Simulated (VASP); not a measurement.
Set up this calculation in VASP 6.6.1, as the native input.

```yaml
Task: single point
Functional: PBEsol
Potentials_or_basis: VASP PAW PBE potentials, release 64 (Zr_sv)
Cutoff: 520 eV
k_mesh: 16 × 16 × 16
Occupations: gaussian, width 0.1 eV
Spin: no spin polarisation
Further_INCAR_settings: ALGO = Normal; EDIFF = 1e-06
```

The structure of Zr lies in POSCAR:

```
Zr
1.0
   -1.7908472700      1.7908472700      1.7908472700
    1.7908472700     -1.7908472700      1.7908472700
    1.7908472700      1.7908472700     -1.7908472700
Zr
1
Direct
    0.0000000000      0.0000000000      0.0000000000
```

This isn't the form of Zr at room conditions, which is hcp.

These files were run (other wordings do the same):

INCAR

```
  PREC = Accurate
  ENCUT = 520
  EDIFF = 1E-6
  ISMEAR = 0
  SIGMA = 0.1
  LREAL = F
  LASPH = T
  NELM = 80
  ALGO = Normal
  ISIF = 2
  LWAVE = F
  LCHARG = F
  GGA = PS
```

KPOINTS

```
Automatic mesh
0
Gamma
  16 16 16
```

Potentials or basis: VASP PAW PBE potentials, release 64 (Zr_sv).

Run with:

```console
$ cat potpaw_PBE.64/Zr_sv/POTCAR > POTCAR
$ mpirun -np 1 vasp_std > vasp.out
```

It gave:

The pressure is -4.3 GPa and the band gap on the k mesh is none (metal or under the smearing width).

Caveat: the PAW data sets were made with another functional, which shifts forces and pressure a little.

Wall time 8.8 s on 1 thread of Intel(R) Xeon(R) 6975P-C (Granite Rapids) (shared host), peak memory 0.16 GiB.
